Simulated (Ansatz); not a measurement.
**One atom moved along a line in Zr$_{3}$Si$_{2}$**

All numbers below come from DFT PBEsol, scalar-relativistic, plane waves, PAW in Ansatz. Cutoff 420 eV, Γ-centred 6×6×12 k-points, Gaussian smearing of 0.15 eV. No spin polarisation. Energies are free energies at this smearing, counted from the undisturbed cell; pressure is positive in compression.

Zero of the scan (relaxed at this level; it needn't be the usual structure):

```
Zr Si
1.0
     7.06558    0.00000    0.00000
     0.00000    7.06558    0.00000
     0.00000    0.00000    3.64449
Zr Si
6 4
Direct
  0.17448 0.67448 0.50000
  0.82552 0.32552 0.50000
  0.32552 0.17448 0.50000
  0.67448 0.82552 0.50000
  0.00000 0.00000 0.00000
  0.50000 0.50000 0.00000
  0.62239 0.12239 0.00000
  0.37761 0.87761 0.00000
  0.87761 0.62239 0.00000
  0.12239 0.37761 0.00000
```

Atom 5 (Zr) is moved by x along the Cartesian unit vector (-0.951, 0.308, 0.000); the cell and all other atoms stay fixed. The cell is metallic on the mesh throughout.

```tsv
x (Å)	ΔE (meV/cell)	force along x on the moved atoms (eV/Å)	pressure (GPa)
-0.6000	2623.0	10.32	5.2
-0.2000	246.5	2.52	0.6
0.0000	0.0	0.00	0.0
0.4000	1051.7	-5.70	2.2
0.5000	1722.4	?	?
```

By symmetry 0.6000 repeats -0.6000, -0.4000 repeats 0.4000, 0.2000 repeats -0.2000 in energy, with the opposite slope along the path.

(1) Give the withheld values.

Answers

(1) force along x on the moved atoms (eV/Å) at x (Å) = 0.5000: -7.78; pressure (GPa) at x (Å) = 0.5000: 3.5.